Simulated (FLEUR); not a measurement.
**Sb: equation of state with SCAN**

Crystal: Sb.

```xyz
2
Lattice="3.3545 0.0000 0.0000 -1.6773 2.9051 0.0000 0.0000 0.0000 5.4702" Properties=species:S:1:pos:R:3 pbc="T T T"
Sb    1.6773    0.9684    4.1026
Sb    0.0000    1.9367    1.3675
```

This isn't the form of Sb at room conditions, which is rhombohedral.

| Property | Result |
| --- | --- |
| Program | FLEUR MaX-R8.1 (later development tree) |
| Task | equation of state |
| Functional | SCAN |
| Potentials or basis | all-electron |
| Basis | FLAPW |
| Kmax | 4.1 1/bohr |
| k mesh | 9 × 9 × 5 |
| Occupations | fermi-dirac, width 0.05 eV |
| Spin | no spin polarisation |
| Gmax | 12.7 1/bohr |
| Muffin-tin radii | Sb 2.66 bohr |
| lmax | Sb 10 |
| lnonsphr | Sb 10 |
| Local orbitals a species | Sb 6 |

- Equilibrium volume: 26.43 Å³/atom
- Bulk modulus at fixed shape and positions: 66 GPa

Energy against volume, from the lowest point:
| volume (Å³/atom) | energy (meV/atom) |
| --- | --- |
| 25.055 | 15.84 |
| 25.588 | 5.39 |
| 26.654 | 0.00 |
| 27.720 | 11.47 |
| 28.253 | 22.52 |

Caveat: the meta-GGA is that of a development version, with a GGA for the radial functions and cores and without core tails; the cell was scaled at fixed shape and fractional positions, which overstates the stiffness of a crystal with free parameters, most of all of layers and chains. Spin-orbit coupling is left out, which matters for the levels of Sb.
